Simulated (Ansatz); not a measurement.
Here is an Ansatz 0.2.0 calculation.

Contents of input.yaml:

```yaml
crystal:
  lattice:
    - [-1.9111067713, 1.9111067713, 4.2806687947]
    - [1.9111067713, -1.9111067713, 4.2806687947]
    - [1.9111067713, 1.9111067713, -4.2806687947]
  atoms:
    - { symbol: Ti, position: [0.0, 0.0, 0.0] }
    - { symbol: Al, position: [0.25, 0.75, 0.5] }
    - { symbol: Al, position: [0.75, 0.25, 0.5] }
    - { symbol: Al, position: [0.5, 0.5, 0.0] }
hamiltonian:
  xc: revpbe
  pseudopotentials: { kind: paw }
kpoints:
  mp_grid: { grid: [10, 10, 10] }
  band_path:
    path:
      - [[0.0, 0.0, 0.0], [0.0, 0.0, 0.5], [-0.0996590294, 0.0996590294, 0.5], [-0.2998295147, 0.2998295147, 0.2998295147], [0.0, 0.0, 0.0], [0.5, 0.5, -0.5], [0.2998295147, 0.7001704853, -0.2998295147], [0.0, 0.5, 0.0], [0.25, 0.25, 0.25], [0.5, 0.5, -0.0996590294], [0.5, 0.5, -0.5]]
      - [[0.0, 0.0, 0.5], [0.25, 0.25, 0.25]]
    npoints: 14
scf:
  occupations: { method: fermi_dirac, width: 0.05 }
  n_extra_bands: 10
output:
  forces: true
  stress: true
  eigenvalues: true
  fatbands: false
```

Potentials or basis: Ansatz PAW.

Launch:

```sh
$ ansatz run input.yaml --threads 2 --pin off --max-ram 5632MiB --backend cpu --events-out ev --progress --plain --runs-dir out
```

Task: What does it give for the pressure?

Result: 3.9 GPa.

Task: Predict the band gap on the k mesh.

Result: None (metal or under the smearing width).

Stress tensor (GPa, compression positive):
```
4.00 0.00 0.00
0.00 4.00 0.00
0.00 0.00 3.65
```

Caveat: the PAW data sets come from PBE, with cores solved anew for the run's functional, which leaves a small shift of forces and pressure.
